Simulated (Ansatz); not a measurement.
## BaTiO3 under changes of volume

One of the cells (12.856 Å³/atom); the others are scaled copies at fixed shape and fractional positions:

```
CELL_PARAMETERS angstrom
3.99980 0.00000 0.00000
0.00000 3.99980 0.00000
0.00000 0.00000 4.01800
ATOMIC_POSITIONS crystal
Ba 0.00000 0.00000 0.00000
Ti 0.50000 0.50000 0.49000
O 0.00000 0.50000 0.51700
O 0.50000 0.00000 0.51700
O 0.50000 0.50000 0.01900
```

* Program: Ansatz 0.2.0
* Functional: BLYP
* Dispersion: D4
* Potentials or basis: Ansatz PAW
* Cutoff: 420 eV (not typed: the program's choice for these potentials)
* k mesh: 7 × 7 × 7
* Occupations: fermi-dirac, width 0.05 eV
* Spin: no spin polarisation

```tsv
volume (Å³/atom)	energy over the lowest point (meV/atom)	pressure (GPa)	gap on the mesh (eV)	largest force (eV/Å)
12.085	?	?	?	?
12.342	21.49	10.2	2.05	0.093
12.599	8.42	6.2	2.00	0.182
12.856	1.44	2.5	1.96	0.307
13.113	0.00	-0.7	1.91	0.423
13.371	3.52	-3.6	1.86	0.532
13.628	11.48	-6.2	1.81	0.633
```

Q: What does the run at 12.085 Å³/atom give?

A: Energy over the lowest point 41.41 meV/atom; pressure 14.7 GPa; gap on the mesh 2.10 eV; largest force 0.171 eV/Å.

Worked out: A Birch-Murnaghan fit of order 3 (a polynomial in V^(-2/3)) to the other rows has its minimum at 13.06 Å³/atom with B0 = V·E''(V) = 160 GPa and B' = 4.4 at fixed shape and positions, which overstates the stiffness. It gives 41.39 meV/atom at 12.085 Å³/atom, against the run's 41.41, and -dE/dV = 14.7 GPa, against 14.7. A straight line through the other rows of the gap, of slope -2.41 eV per unit of ln V, extrapolates to 2.10 eV, against the run's 2.10.

Energies are extrapolated to zero smearing.

Caveats: odd divisions of the mesh miss points on the zone boundary, where band edges often lie, so the gap on the mesh can be too wide; spin-orbit coupling is left out, which moves the levels of the heavy elements; the PAW data sets come from PBE, with cores solved anew for the run's functional, which leaves a small shift of forces and pressure.

A mesh can miss the band edges.
